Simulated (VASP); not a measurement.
ZrO2:

```
CELL_PARAMETERS angstrom
0.00000 2.53500 2.53500
2.53500 0.00000 2.53500
2.53500 2.53500 0.00000
ATOMIC_POSITIONS crystal
Zr 0.00000 0.00000 0.00000
O 0.25000 0.25000 0.25000
O 0.75000 0.75000 0.75000
```

The cell was built by a generator and needn't be a form met in nature.

- Program: VASP 6.6.1
- Task: relaxation of cell and atoms
- Functional: PBE
- Potentials or basis: VASP PAW PBE potentials, release 64 (Zr_sv, O)
- Cutoff: 600 eV
- k mesh: 10 × 10 × 10
- Occupations: gaussian, width 0.02 eV
- Spin: no spin polarisation

At the start: pressure 6.8 GPa; volume 10.86 Å³/atom.

Where does the relaxation end?

Over 4 steps the energy falls by 6.3 meV/atom and the volume is 11.16 Å³/atom (+2.8 %); space group Fm-3m (No. 225, to 0.05 Å).

The path:
| step | energy change (eV) | largest force (eV/Å) | pressure (GPa) | volume (Å³) |
| --- | --- | --- | --- | --- |
| 1 | 0.0000 | 0.0000 | 6.85 | 32.58 |
| 2 | 0.0174 | 0.0000 | -8.44 | 34.82 |
| 3 | -0.0189 | 0.0000 | -0.08 | 33.50 |
| 4 | -0.0189 | 0.0000 | 0.05 | 33.48 |

Final structure:
```xyz
3
Lattice="0.0000 2.5581 2.5581 2.5581 0.0000 2.5581 2.5581 2.5581 0.0000" Properties=species:S:1:pos:R:3 pbc="T T T"
Zr    0.0000    0.0000    0.0000
O     1.2790    1.2790    1.2790
O     3.8371    3.8371    3.8371
```
